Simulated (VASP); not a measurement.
A run of VASP 6.6.1 is set up as follows.

File INCAR:

```
PREC = Accurate ; ENCUT = 600
EDIFF = 1E-6 ; ISMEAR = 1
SIGMA = 0.1 ; LREAL = False
LASPH = True ; NELM = 80
ALGO = Fast ; ISIF = 3
LWAVE = False ; LCHARG = False
GGA = PS ; IVDW = 13
IBRION = 2 ; NSW = 40
EDIFFG = -0.005
```

The input KPOINTS:

```
Automatic mesh
0
Gamma
  10 10 10
```

The input POSCAR:

```
Cd
1.0
   -1.7843220000      1.7843220000      1.7843220000
    1.7843220000     -1.7843220000      1.7843220000
    1.7843220000      1.7843220000     -1.7843220000
Cd
1
Direct
    0.0000000000      0.0000000000      0.0000000000
```

Potentials or basis: VASP PAW PBE potentials, release 64 (Cd).

Run with:

```sh
$ cat potpaw_PBE.64/Cd/POTCAR > POTCAR
$ mpirun -np 1 vasp_std > vasp.out
```

Question: Estimate the relaxed volume.

Answer: 20.68 Å³/atom.

Question: Predict the relaxed cell.

Answer: a = 2.995 Å, b = 2.995 Å, c = 2.995 Å, α = 109.47°, β = 109.47°, γ = 109.47°.

Final structure:
```
Cd
1.0
    -1.72903    1.72903    1.72903
     1.72903   -1.72903    1.72903
     1.72903    1.72903   -1.72903
Cd
1
Cartesian
  0.0000 0.0000 0.0000
```

Caveat: the PAW data sets were made with another functional, which shifts forces and pressure a little; pairwise dispersion overbinds metals, which lowers pressure and volume.
